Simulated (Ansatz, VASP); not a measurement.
# GaP: VASP beside Ansatz

Contents of INCAR:

```
ALGO = Normal
EDIFF = 1E-6
EDIFFG = -0.005
ENCUT = 680
GGA = PE
IBRION = 2
ISIF = 3
ISMEAR = -1
LASPH = T
LCHARG = F
LREAL = F
LWAVE = F
NELM = 80
NSW = 40
PREC = Accurate
SIGMA = 0.05
```

The input KPOINTS:

```
k-points
0
Gamma
  8 8 8
```

The input POSCAR:

```
GaP
1.0
    0.0000000000      2.7252500000      2.7252500000
    2.7252500000      0.0000000000      2.7252500000
    2.7252500000      2.7252500000      0.0000000000
Ga P
1 1
Direct
    0.0000000000      0.0000000000      0.0000000000
    0.7500000000      0.7500000000      0.7500000000
```

Contents of input.yaml:

```yaml
crystal:
  lattice:
    - [0.0, 2.72525, 2.72525]
    - [2.72525, 0.0, 2.72525]
    - [2.72525, 2.72525, 0.0]
  atoms:
    - { symbol: Ga, position: [0.0, 0.0, 0.0] }
    - { symbol: P, position: [0.75, 0.75, 0.75] }
hamiltonian:
  xc: pbe
  pseudopotentials: { kind: paw }
kpoints:
  mp_grid: { grid: [8, 8, 8] }
scf:
  occupations: { method: fermi_dirac, width: 0.05 }
output:
  forces: true
  stress: true
  write_density: true
  write_potential: true
  elf: true
  volumetric_format: npy
relax:
  f_tol: 0.01
  max_steps: 40
  cell: { stress_tol: 0.05 }
```

Alike in both runs: task relaxation of cell and atoms; functional PBE; k mesh 8 × 8 × 8; occupations fermi-dirac, width 0.05 eV; no spin polarisation.

|  | VASP | Ansatz |
| --- | --- | --- |
| version | VASP 6.6.1 | Ansatz 0.2.0 |
| potentials or method | VASP PAW PBE potentials, release 64 (Ga_d_GW, P_GW) | Ansatz PAW |
| plane-wave cutoff (eV) | 680 | 420 |
| valence electrons in the cell | 18 | 18 |

```csv
,VASP,Ansatz,Ansatz less VASP
"gap on the k mesh at the Fermi level, each at its own relaxed structure (eV)",1.57,1.58,+0.015
relaxed volume (Å³/atom),20.88,20.85,-0.021
relaxed cell length with the largest relative difference (Å),3.894,3.893,-0.0013
energy change over the relaxation (meV/atom),-5,-5,0.0
```

Caveats: the plane-wave basis is chosen anew once the cell has moved, so the energies of steps on either side of that aren't comparable (Ansatz). A k mesh can miss the band edges. A hybrid or GW would open this gap; PBE tends to underestimate it. PBE usually gives volumes a little too large and moduli too small.
